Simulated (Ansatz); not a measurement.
# CdS (Greenockite) (P6_3mc) in Ansatz: notebook

The runs below take CdS (Greenockite) through relaxation of cell and atoms, with revPBE+D3(BJ), revPBE+D4.

Everything below comes from runs of Ansatz 0.2.0. Logs are shortened: lines on timing, memory, paths and dates and some standing lists are left out, and cuts for length are marked.

## Step 1: The crystal as given

It takes space group P6_3mc (No. 186, hexagonal). The conventional cell has a = 4.150 Å, b = 4.150 Å, c = 6.737 Å, α = 90.00°, β = 90.00°, γ = 120.00°. Around Cd (site symmetry 3m) lie 4 S at 2.53 to 2.54 Å. S (site symmetry 3m) is surrounded by 4 Cd at 2.53 to 2.54 Å.

## Step 2: Relaxation of cell and atoms, revPBE+D3(BJ)

File input.yaml:

```yaml
crystal:
  lattice:
    - [4.15, 0.0, 0.0]
    - [-2.075, 3.5940054257, 0.0]
    - [0.0, 0.0, 6.737]
  atoms:
    - { symbol: Cd, position: [0.6666666667, 0.3333333333, 0.5] }
    - { symbol: Cd, position: [0.3333333333, 0.6666666667, 0.0] }
    - { symbol: S, position: [0.6666666667, 0.3333333333, 0.875] }
    - { symbol: S, position: [0.3333333333, 0.6666666667, 0.375] }
hamiltonian:
  xc: revpbe
  pseudopotentials: { kind: paw }
  dispersion: d3bj
kpoints:
  mp_grid: { grid: [7, 7, 4] }
scf:
  occupations: { method: fermi_dirac, width: 0.05 }
output:
  forces: true
  stress: true
relax:
  f_tol: 0.01
  max_steps: 40
  cell: { stress_tol: 0.05 }
```

Potentials or basis: Ansatz PAW.

On the command line:

```bash
> ansatz run input.yaml --threads 2 --pin off --max-ram 5632MiB --backend cpu --events-out ev --progress --plain --runs-dir out
```

Log:

```text
Warning: RAYON_NUM_THREADS=2 ignored (pool sized by the plan → 2); use --threads N
Engine: ansatz 0.2.0, x86_64-unknown-linux-gnu
Pseudopotentials: kind: paw
Pseudopotential: Cd, paw, valence charge 20, recommended cutoff 420 eV (normal), Cd.paw.azcp
Pseudopotential: S, paw, valence charge 6, recommended cutoff 420 eV (normal), S.paw.azcp
Functional definition: revPBE
  parameter kappa = 1.245
  parameter beta = 0.06672455060314922
  exchange = pbe_x(kappa = kappa, mu = beta*pi^2/3)
  correlation = pbe_c(beta = beta)
Crystal: 4 atoms, lattice volume = 100.483 Å³
Basis set: ecut = 420 eV, 1973 PW (Γ), exchange–correlation on 60×60×96 points (8 copies of the dense FFT grid, shifted against one another)
Bands: 32, of which v1, the nominal top of the filled ones, is band 26 counted from 1 (25 counted from 0)
Symmetry: 12 space group operations
Space group: P63mc (ITA 186), of the structure as read, at distance tolerance 4.6e-5 Å
k-points: 24 of 196 (time reversal used)
Non-local potential: Cd, projectors of the file, l = 0: 3, l = 1: 2, l = 2: 2, l = 3: 1
Non-local potential: S, projectors of the file, l = 0: 2, l = 1: 2, l = 2: 2
PAW form: soft (Blöchl's): semilocal exchange-correlation on the pseudo side does not see the compensation charge
PAW frozen core: Cd, regenerated for the run's functional, and the local potential with it (the file was generated under x = pbe(κ = 0.804, μ = 0.2195149727645171), c = pbe(β = 0.06672455060314922))
PAW frozen core: S, regenerated for the run's functional, and the local potential with it (the file was generated under x = pbe(κ = 0.804, μ = 0.2195149727645171), c = pbe(β = 0.06672455060314922))
PAW one-centre angular grid: Cd, 590 points (default); XC on 64 Gauss nodes
PAW one-centre angular grid: S, 110 points (default); XC on 64 Gauss nodes
Initial density: superposition of atomic densities (neutral atoms: chi_scale 0, normalization atom), corrected by the library's trained network
Initial wavefunctions: pseudopotential atomic-orbital guess
Functional: x = revpbe(κ = 1.245, μ = 0.2195149727645171), c = pbe(β = 0.06672455060314922)
SCF iter   1: F=—  HF=-18334.712055 eV  |F-HF|=—  |Δ(HF+E_count)|=         —  Δρ=2.77e-3  dr2=6.51e-3  ethr=1.77e-3  ⟨swp⟩=6.0  Hψ=3044  notcnv=0
preconditioner: auto → Resta (q_TF=auto, 2.445 Å⁻¹)  ε∞=4.6  [insulator: Δε(μ)=1.341 eV  Ē_g=11.737 eV  σ=0.050 eV  W_gap=1.00  n_scr=22 (ndim 8)  ℏωp=22.2 eV  f_vac=0.131  D(μ)=0.00/eV (n_scr^D=0)  ε∞_Penn≈4.6]
SCF iter   2: F=—  HF=-18334.712342 eV  |F-HF|=—  |Δ(HF+E_count)|=   2.87e-4  Δρ=9.57e-4  dr2=9.13e-4  ethr=1.25e-5  ⟨swp⟩=2.0  Hψ=1290  notcnv=0
SCF iter   3: F=—  HF=-18334.712467 eV  |F-HF|=—  |Δ(HF+E_count)|=   1.26e-4  Δρ=4.25e-4  dr2=2.32e-4  ethr=1.76e-6  ⟨swp⟩=1.0  Hψ=729  notcnv=0
SCF iter   4: F=—  HF=-18334.712570 eV  |F-HF|=—  |Δ(HF+E_count)|=   1.02e-4  Δρ=9.64e-5  dr2=1.01e-5  ethr=4.46e-7  ⟨swp⟩=2.8  Hψ=1161  notcnv=0
SCF iter   5: F=—  HF=-18334.712682 eV  |F-HF|=—  |Δ(HF+E_count)|=   1.12e-4  Δρ=2.93e-5  dr2=9.66e-7  ethr=1.95e-8  ⟨swp⟩=2.0  Hψ=1161  notcnv=0
SCF iter   6: F=—  HF=-18334.712685 eV  |F-HF|=—  |Δ(HF+E_count)|=   2.78e-6  Δρ=9.45e-6  dr2=1.17e-7  ethr=1.86e-9  ⟨swp⟩=2.0  Hψ=1155  notcnv=0
SCF iter   7: F=-18334.712685 eV  HF=-18334.712685 eV  |F-HF|=3.63e-8  |Δ(HF+E_count)|=   2.68e-7  Δρ=3.29e-6  dr2=1.01e-8  ethr=1.92e-10  ⟨swp⟩=4.2  Hψ=2357  notcnv=0
SCF 1 converged in 7 iterations: F = -18334.712685 eV  dr2 = 1.01e-8
relax step   1: F+E_penalty+E_count = -18334.71268489 eV  Δ(F+E_penalty+E_count) = +0.000e0 eV  max|allowed force component| = 6.626e-2 eV/Å  Δτ_max = 0.0000 Å  P = -0.592 GPa  Ω = 100.483 Å³  (7 SCF iters, dr2 threshold 1.00e-7 eV, accepted)
Crystal: 4 atoms, lattice volume = 99.428 Å³
Basis set: ecut = 420 eV, 1943 PW (Γ), exchange–correlation on 60×60×96 points (8 copies of the dense FFT grid, shifted against one another)
Initial density: handed on by an earlier stage of this run
Initial wavefunctions: those handed on with the density
iter 1 solved again at ethr=2.40e-7 eV; its pass at ethr=3.10e-3 eV (dr2=1.25e-4 eV) is discarded
SCF iter   1: F=—  HF=-18334.715773 eV  |F-HF|=—  |Δ(HF+E_count)|=         —  Δρ=3.37e-4  dr2=1.36e-4  ethr=2.40e-7  ⟨swp⟩=3.0  Hψ=3736  notcnv=0
preconditioner: auto → Resta (q_TF=auto, 2.449 Å⁻¹)  ε∞=4.6  [insulator: Δε(μ)=1.355 eV  Ē_g=11.755 eV  σ=0.050 eV  W_gap=1.00  n_scr=22 (ndim 8)  ℏωp=22.3 eV  f_vac=0.132  D(μ)=0.00/eV (n_scr^D=0)  ε∞_Penn≈4.6]
SCF iter   2: F=—  HF=-18334.715811 eV  |F-HF|=—  |Δ(HF+E_count)|=   3.84e-5  Δρ=1.72e-4  dr2=4.00e-5  ethr=2.40e-7  ⟨swp⟩=2.3  Hψ=1051  notcnv=0
SCF iter   3: F=—  HF=-18334.715815 eV  |F-HF|=—  |Δ(HF+E_count)|=   3.67e-6  Δρ=5.18e-5  dr2=4.02e-6  ethr=7.69e-8  ⟨swp⟩=3.0  Hψ=1200  notcnv=0
SCF iter   4: F=—  HF=-18334.715820 eV  |F-HF|=—  |Δ(HF+E_count)|=   4.86e-6  Δρ=2.41e-5  dr2=6.72e-7  ethr=7.72e-9  ⟨swp⟩=2.0  Hψ=1200  notcnv=0
SCF iter   5: F=-18334.715821 eV  HF=-18334.715821 eV  |F-HF|=2.67e-7  |Δ(HF+E_count)|=   1.10e-6  Δρ=8.23e-6  dr2=7.07e-8  ethr=7.69e-10  ⟨swp⟩=4.0  Hψ=2544  notcnv=0
SCF 2 converged in 5 iterations: F = -18334.715821 eV  dr2 = 7.07e-8
relax step   2: F+E_penalty+E_count = -18334.71582104 eV  Δ(F+E_penalty+E_count) = -3.136e-3 eV  max|allowed force component| = 1.677e-2 eV/Å  Δτ_max = 0.0018 Å  P = +0.007 GPa  Ω = 99.428 Å³  energy of the carried Pulay correction = +2.560e-4 eV  (5 SCF iters, dr2 threshold 4.00e-7 eV, accepted)
Crystal: 4 atoms, lattice volume = 99.431 Å³
iter 1 solved again at ethr=7.27e-9 eV; its pass at ethr=3.10e-3 eV (dr2=3.78e-6 eV) is discarded
SCF iter   1: F=—  HF=-18334.715808 eV  |F-HF|=—  |Δ(HF+E_count)|=         —  Δρ=7.55e-5  dr2=4.12e-6  ethr=7.27e-9  ⟨swp⟩=2.9  Hψ=3763  notcnv=0
preconditioner: auto → Resta (q_TF=auto, 2.449 Å⁻¹)  ε∞=4.6  [insulator: Δε(μ)=1.355 eV  Ē_g=11.756 eV  σ=0.050 eV  W_gap=1.00  n_scr=22 (ndim 8)  ℏωp=22.3 eV  f_vac=0.133  D(μ)=0.00/eV (n_scr^D=0)  ε∞_Penn≈4.6]
SCF iter   2: F=—  HF=-18334.715870 eV  |F-HF|=—  |Δ(HF+E_count)|=   6.19e-5  Δρ=3.83e-5  dr2=9.73e-7  ethr=7.27e-9  ⟨swp⟩=2.2  Hψ=1056  notcnv=0
SCF iter   3: F=—  HF=-18334.715870 eV  |F-HF|=—  |Δ(HF+E_count)|=   1.17e-8  Δρ=7.09e-6  dr2=5.33e-8  ethr=1.87e-9  ⟨swp⟩=2.1  Hψ=1103  notcnv=0
SCF iter   4: F=-18334.715870 eV  HF=-18334.715870 eV  |F-HF|=9.97e-9  |Δ(HF+E_count)|=   5.97e-8  Δρ=1.90e-6  dr2=5.15e-9  ethr=4.07e-11  ⟨swp⟩=4.0  Hψ=2531  notcnv=0
SCF 3 converged in 4 iterations: F = -18334.715870 eV  dr2 = 5.15e-9
relax step   3: F+E_penalty+E_count = -18334.71587004 eV  Δ(F+E_penalty+E_count) = -4.900e-5 eV  max|allowed force component| = 3.683e-3 eV/Å  Δτ_max = 0.0009 Å  P = +0.005 GPa  Ω = 99.431 Å³  energy of the carried Pulay correction = +2.552e-4 eV  (4 SCF iters, dr2 threshold 2.11e-8 eV, accepted)
Initial wavefunctions: pseudopotential atomic-orbital guess (no wavefunctions were taken with the density)
iter 1 solved again at ethr=1.20e-7 eV; its pass at ethr=3.10e-3 eV (dr2=6.22e-5 eV) is discarded
SCF iter   1: F=—  HF=-18334.715518 eV  |F-HF|=—  |Δ(HF+E_count)|=         —  Δρ=2.55e-5  dr2=1.19e-7  ethr=1.20e-7  ⟨swp⟩=3.0  Hψ=5078  notcnv=0
SCF iter   2: F=—  HF=-18334.715599 eV  |F-HF|=—  |Δ(HF+E_count)|=   8.05e-5  Δρ=1.18e-5  dr2=3.00e-8  ethr=2.29e-10  ⟨swp⟩=2.0  Hψ=1344  notcnv=0
SCF iter   3: F=—  HF=-18334.715599 eV  |F-HF|=—  |Δ(HF+E_count)|=   3.82e-8  Δρ=3.69e-6  dr2=3.19e-9  ethr=5.76e-11  ⟨swp⟩=3.0  Hψ=1273  notcnv=0
SCF iter   4: F=—  HF=-18334.715599 eV  |F-HF|=—  |Δ(HF+E_count)|=   5.95e-9  Δρ=4.01e-7  dr2=2.66e-10  ethr=6.14e-12  ⟨swp⟩=2.0  Hψ=1159  notcnv=0
SCF iter   5: F=—  HF=-18334.715599 eV  |F-HF|=—  |Δ(HF+E_count)|=  8.22e-10  Δρ=1.46e-7  dr2=4.27e-11  ethr=1.00e-12  ⟨swp⟩=4.8  Hψ=2594  notcnv=0
SCF iter   6: F=-18334.715599 eV  HF=-18334.715599 eV  |F-HF|=0.00e0  |Δ(HF+E_count)|=  1.71e-10  Δρ=4.47e-8  dr2=2.17e-12  ethr=1.00e-12  ⟨swp⟩=4.0  Hψ=2344  notcnv=0
SCF 4 converged in 6 iterations: F = -18334.715599 eV  dr2 = 2.17e-12
relax step   4: F+E_penalty+E_count = -18334.71559879 eV  Δ(F+E_penalty+E_count) = +2.712e-4 eV  max|allowed force component| = 3.678e-3 eV/Å  Δτ_max = 0.0000 Å  P = +0.006 GPa  Ω = 99.431 Å³  stress off target by 6.50e-3 GPa  SCF on the basis re-selected at this cell (its energy is not comparable with the rows above)  (6 SCF iters)
basis re-selected at this cell: Δ(F+E_penalty+E_count) = +2.712e-4 eV, ΔP = +0.001 GPa vs the last step (what re-selecting the basis moved, of the pressure what is left beyond the Pulay correction that the steps carried, after the strain that the cell walked since its last selection, with what the two solves' SCF thresholds leave and, on support functions, any second-order correction that the steps lacked; it is no measure of the basis error at this ecutwfc). This SCF's stress stands 6.50e-3 GPa from its target on what of the cell is left free (relax.cell.stress_tol is 5.00e-2 GPa) and its largest allowed force component is 3.68e-3 eV/Å (relax.f_tol is 1.00e-2 eV/Å): within both
SCF converged after 6 iterations
Free energy (F): -18334.715599 eV
Harris-Foulkes:  -18334.715599 eV  (|F-HF|=0.00e0)
Internal energy: -18334.715599 eV  (E = F + TS)
E sigma→0 (E₀):  -18334.715599 eV
Entropy (-TS):   -0.000000 eV (-0.000 meV/atom)
Fermi energy:    7.677897 eV
--- Per-component energies (eV) ---
  E_band       = -1009.566897
  E_kinetic    = 1224.226594
  E_local      = -8040.836819  (includes V_loc(G=0)·N_el)
  E_nonlocal   = 122.273204
  E_hartree    = 3696.527069
  E_xc         = -548.875829
  E_vxc        = -618.442109  (∫ρ·V_xc dr)
  E_paw        = -9384.003200  (= ΣΔE_a)
  E_vpaw       = -1089.841986  (= ΣTr[D̂ρ^β])
  E_aug_tail   = 0.000033  (compensation charges beyond the density's cutoff)
  E_ewald      = -5401.450575
  E_disp       = -2.360086  (pairwise vdW)
  E_core_change = -0.215990  (= ΣΔE_core)
  E_smearing   = -0.000000  (= −TS)
  E_closure    = 0.000000  (closes the sum)
  Σ components = -18334.715599   (vs F -18334.715599, Δ=0.00e0)
--- Forces (eV/Å), atoms counted from 1 ---
  atom   1  Cd     0.00000000     0.00000000    -0.00367777
  atom   2  Cd    -0.00000000     0.00000000    -0.00367777
  atom   3  S     -0.00000000    -0.00000000     0.00367789
  atom   4  S     -0.00000000     0.00000000     0.00367789
  max |Σ_I F_I| component: 2.37e-7 eV/Å
--- Stress (GPa, compression-positive) ---
        0.005827       0.000000      -0.000000
        0.000000       0.005827       0.000000
       -0.000000       0.000000       0.006503
  P = ⅓ Tr σ = 0.0061 GPa (0.061 kbar)
--- Relaxed structure (3 steps of the walk, 3 accepted, 1 SCFs on fresh bases) ---
  F+E_penalty+E_count = -18334.71559879 eV   max|allowed force component| = 3.678e-3 eV/Å   (the final SCF, on the basis selected at the relaxed cell)
  cell:  # Å, volume = 99.4314 Å³
    - [4.129633909445042, 0.0, -3.407206552693212e-18]
    - [-2.064816954722521, 3.576367873909052, 1.7036032763466048e-18]
    - [-5.5311688061473426e-18, -5.860867055771805e-33, 6.732399800866262]
  atoms:
    - { symbol: Cd, position: [0.6666666666666666, 0.3333333333333333, 0.49959468948877256] }
    - { symbol: Cd, position: [0.3333333333333333, 0.6666666666666666, -0.0004053105112274124] }
    - { symbol: S, position: [0.6666666666666666, 0.3333333333333333, 0.8754053105112274] }
    - { symbol: S, position: [0.3333333333333333, 0.6666666666666666, 0.3754053105112274] }
```

Run time: 19 s. Hardware: 2 threads of Intel Xeon at 2.50GHz (Skylake/Cascade Lake), shared host; peak memory 0.4 GiB.

What came out:

```
Free energy                            : -18334.7156 eV
Relaxed volume                         : 24.86 Å³/atom
Relaxed cell                           : a = 4.130 Å, b = 4.130 Å, c = 6.732 Å, α = 90.00°, β = 90.00°, γ = 120.00°
Space group after relaxing (to 0.05 Å) : P6_3mc (No. 186)
Energy gained by relaxing              : 0.7 meV/atom
Ionic steps                            : 4
Pressure after relaxing                : 0.0 GPa
Largest force after relaxing           : 0.004 eV/Å
Band gap on the k mesh                 : 1.35 eV
```

Forces in eV/Å, atoms in the order of the input:
```
Cd   0.000  0.000 -0.004
Cd   0.000  0.000 -0.004
S    0.000  0.000  0.004
S    0.000  0.000  0.004
```

Step by step:
```
step  energy change (eV)  largest force (eV/Å)  volume (Å³)
   1              0.0000                0.0663       100.48
   2             -0.0031                0.0168        99.43
   3             -0.0032                0.0037        99.43
   4             -0.0029                0.0037        99.43
```

Final structure:
```cif
data_structure
_symmetry_space_group_name_H-M 'P 1'
_symmetry_Int_Tables_number 1
_cell_length_a 4.1296
_cell_length_b 4.1296
_cell_length_c 6.7324
_cell_angle_alpha 90.000
_cell_angle_beta 90.000
_cell_angle_gamma 120.000
_cell_volume 99.43
loop_
_atom_site_label
_atom_site_type_symbol
_atom_site_fract_x
_atom_site_fract_y
_atom_site_fract_z
_atom_site_occupancy
Cd1 Cd 0.66667 0.33333 0.49959 1
Cd2 Cd 0.33333 0.66667 0.99959 1
S1 S 0.66667 0.33333 0.87541 1
S2 S 0.33333 0.66667 0.37541 1
```

Caveat: odd divisions of the mesh miss points on the zone boundary, where band edges often lie, so the gap on the mesh can be too wide; the plane-wave basis is chosen anew once the cell has moved, so the energies of steps on either side of that aren't comparable; the PAW data sets come from PBE, with cores solved anew for the run's functional, which leaves a small shift of forces and pressure. A k mesh can miss the band edges.

(Part 1 of 2 ends here.)
